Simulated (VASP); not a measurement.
**CdS (Greenockite): band structure with TB-mBJ**

CdS (Greenockite):

```
Cd S
1.0
     4.15000    0.00000    0.00000
    -2.07500    3.59401    0.00000
     0.00000    0.00000    6.73700
Cd S
2 2
Direct
  0.66667 0.33333 0.50000
  0.33333 0.66667 0.00000
  0.66667 0.33333 0.87500
  0.33333 0.66667 0.37500
```

```yaml
Program: VASP 6.6.1
Task: band structure
Functional: TB-mBJ
Potentials_or_basis: VASP PAW PBE potentials, release 64 (Cd, S)
Cutoff: 520 eV
k_mesh: 6 × 6 × 4
Occupations: gaussian, width 0.02 eV
Spin: spin-orbit coupling, no magnetisation
Ladder: free
Further_INCAR_settings: ALGO = Normal; EDIFF = 1e-06
```

The valence electrons inside the program's atomic spheres are Cd 10.18; S 4.02.

Wall time 9.3 min on 2 MPI ranks on Intel(R) Xeon(R) 6975P-C (Granite Rapids) (shared host), peak memory 0.63 GiB a rank.
